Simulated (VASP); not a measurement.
A run of VASP 6.6.1 is set up as follows.

The input POSCAR:

```
TePb
1.0
    0.0000000000      3.1927848556      3.1927848556
    3.1927848556      0.0000000000      3.1927848556
    3.1927848556      3.1927848556      0.0000000000
  Te              Pb
     1     1
Direct
     0.5000000000000000    0.5000000000000000    0.5000000000000000
     0.0000000000000000    0.0000000000000000    0.0000000000000000
```

File INCAR.step1:

```
  PREC = Accurate
  ENCUT = 600
  EDIFF = 1E-8
  ISMEAR = 0
  SIGMA = 0.03
  LREAL = False
  LASPH = True
  NELM = 80
  ALGO = Normal
  ISIF = 3
  LWAVE = False
  LCHARG = False
  GGA = CA
  IBRION = 2
  NSW = 40
  EDIFFG = -0.002
```

Contents of INCAR.step2:

```
  PREC = Accurate
  ENCUT = 600
  EDIFF = 1E-8
  ISMEAR = 0
  SIGMA = 0.03
  LREAL = False
  LASPH = True
  NELM = 80
  ALGO = Normal
  ISIF = 3
  LWAVE = False
  LCHARG = False
  GGA = CA
  IBRION = 6
  NFREE = 2
  POTIM = 0.015
  NSW = 1
```

The input KPOINTS:

```
Automatic mesh
0
Gamma
  8 8 8
```

Potentials or basis: VASP PAW LDA potentials, release 64 (Te, Pb_d).

Launch:

```bash
$ cat potpaw_LDA.64/Te/POTCAR potpaw_LDA.64/Pb_d/POTCAR > POTCAR
$ cp INCAR.step1 INCAR
$ mpirun -np 1 vasp_std > vasp.out
$ cp CONTCAR POSCAR
$ cp INCAR.step2 INCAR
$ mpirun -np 1 vasp_std > vasp.out
```

(1) Predict the elastic constants C11, C12, C44.

(2) Predict the Voigt bulk modulus.

(3) Estimate the highest phonon frequency at Γ, LO-TO splitting left out.

## Answers

(1) 138, 5, 16 GPa.

(2) 49 GPa.

(3) 44 cm⁻¹.
